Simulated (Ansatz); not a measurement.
The system is Co.

```
CELL_PARAMETERS angstrom
2.47056 0.00000 0.00000
-1.23528 2.13957 0.00000
0.00000 0.00000 8.08823
ATOMIC_POSITIONS crystal
Co 0.66667 0.33333 0.75000
Co 0.00000 0.00000 0.50000
Co 0.33333 0.66667 0.25000
Co 0.00000 0.00000 0.00000
```

Base run:

* Program: Ansatz 0.2.0
* Functional: PBE
* Potentials or basis: Ansatz PAW
* Cutoff: 800 eV
* Density cutoff: 3200 eV
* k mesh: 12 × 12 × 4
* Occupations: fermi-dirac, width 0.05 eV
* Spin: collinear spin, ferromagnetic start
* Starting moments: [2.0, 2.0, 2.0, 2.0] μB

Its results: band gap on the k mesh none (metal or under the smearing width); pressure 4.6 GPa; net moment 6.61 μB per cell; site moments Co +1.73, +1.71 μB.

Question: The run is repeated on the same cell with these changes: functional from PBE to LDA; cutoff from 800 eV to 420 eV; density cutoff from 3200 eV to 1680 eV. What comes out?

Answer: Band gap on the k mesh none (metal or under the smearing width); pressure -14.6 GPa; net moment 6.36 μB per cell; site moments Co +1.65, +1.63 μB.

LDA binds more tightly than PBE, so the same cell stands under less pressure.

Caveats: the PAW data sets come from PBE, with cores solved anew for the run's functional, which leaves a small shift of forces and pressure (some runs).

Not every run made on this cell is shown here.
